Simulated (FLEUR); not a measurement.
## NaI under changes of volume

One of the cells (33.899 Å³/atom); the others are scaled copies at fixed shape and fractional positions:

```
I Na
1.0
     0.00000    3.23640    3.23640
     3.23640    0.00000    3.23640
     3.23640    3.23640    0.00000
I Na
1 1
Direct
  0.50000 0.50000 0.50000
  0.00000 0.00000 0.00000
```

| Item | Value |
| --- | --- |
| Program | FLEUR MaX-R8.1 (later development tree) |
| Functional | Wu-Cohen GGA |
| Potentials or basis | all-electron |
| Basis | FLAPW |
| Kmax | 4.1 1/bohr |
| k mesh | 7 × 7 × 7 |
| Occupations | fermi-dirac, width 0.05 eV |
| Spin | no spin polarisation |

```tsv
volume (Å³/atom)	energy over the lowest point (meV/atom)	gap on the mesh (eV)
31.865	?	?
32.543	0.00	3.63
33.899	0.61	3.52
35.255	6.21	3.43
35.933	10.55	3.39
```

**Question.** What does the run at 31.865 Å³/atom give?

**Answer.** Energy over the lowest point 1.97 meV/atom; gap on the mesh 3.68 eV.

Worked out: A Birch-Murnaghan fit of order 2 (a polynomial in V^(-2/3)) to the other rows has its minimum at 33.06 Å³/atom with B0 = V·E''(V) = 16.2 GPa. It gives 1.89 meV/atom at 31.865 Å³/atom, against the run's 1.97. A straight line through the other rows of the gap, of slope -2.42 eV per unit of ln V (its deformation potential), extrapolates to 3.68 eV, against the run's 3.68.

Energies are extrapolated to zero smearing.

Caveats: spin-orbit coupling is left out, which moves the levels of the heavy elements.
